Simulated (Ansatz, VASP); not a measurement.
One calculation of CuI, two programs

```
Cu I
1.0
     3.73317   -3.71109    0.00000
     3.73317    3.71109    0.00000
     0.00000    0.00000    4.22086
Cu I
2 2
Direct
  0.42044 0.57956 0.75000
  0.57956 0.42044 0.25000
  0.77004 0.22996 0.75000
  0.22996 0.77004 0.25000
```

Change from the starting cell: zz strain of -2 %.

Alike in both runs: task single point; functional LDA; k mesh 5 × 5 × 6; occupations fermi-dirac, width 0.02 eV; no spin polarisation.

|  | VASP | Ansatz |
| --- | --- | --- |
| version | VASP 6.6.1 | Ansatz 0.2.0 |
| potentials or method | VASP PAW LDA potentials, release 64 (Cu, I), cutoff 520 eV | all-electron LAPW, scalar-relativistic |

Ansatz gave:

```
gap on the k mesh at the Fermi level (eV)       : 0.83
pressure (GPa)                                  : -1.9
largest component of the traceless stress (GPa) : 0.84
rms of the force components (eV/Å)              : 0.092
```

Problem. What did VASP give for the same quantities?

Solution. gap on the k mesh at the Fermi level (eV): 0.87; pressure (GPa): -1.8; largest component of the traceless stress (GPa): 0.76; rms of the force components (eV/Å): 0.087.

Atom by atom the forces differ by 0.010 eV/Å (rms over components). Ansatz ran all-electron here, so the differences hold the error of VASP's frozen core and of both bases.

Caveats: spin-orbit coupling is left out, which moves the levels of the heavy elements; an odd mesh through Γ misses points on the zone boundary, where band edges often lie.
